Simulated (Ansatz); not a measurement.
Results of G0W0@PBE0 (Ansatz, a quantum-chemistry and plane-wave program, hard PAW, contour deformation) for zinc-blende AlSb.

The same calculation (at the measured cell, 28.871 Å³/atom) with different numerical settings; throughout: k mesh 2×2×2:

```
run  response cutoff (eV)  empty bands  quasiparticle gap on the mesh (eV)  quasiparticle gap at Γ (eV)   rough time
---  --------------------  -----------  ----------------------------------  ---------------------------  -----------
1                     100          241                               1.888                        2.950   2 core-min
2                     150          443                               1.946                        2.930   3 core-min
3                     200          681                               1.971                        2.919   9 core-min
4                     250          952                               1.983                        2.917  20 core-min
5                     300         1252                               1.992                        2.917  20 core-min
6                     400         1927                               2.000                        2.921  50 core-min
7                     500         2693                               2.004                        2.923  90 core-min
```

In the column quasiparticle gap on the mesh (eV) the first row differs from the last by -0.116 and the next to last by -0.004.

The last row is no converged limit: other settings stay fixed.

Spin–orbit coupling is not included.

Note: GW on a hybrid start was not checked against another program.
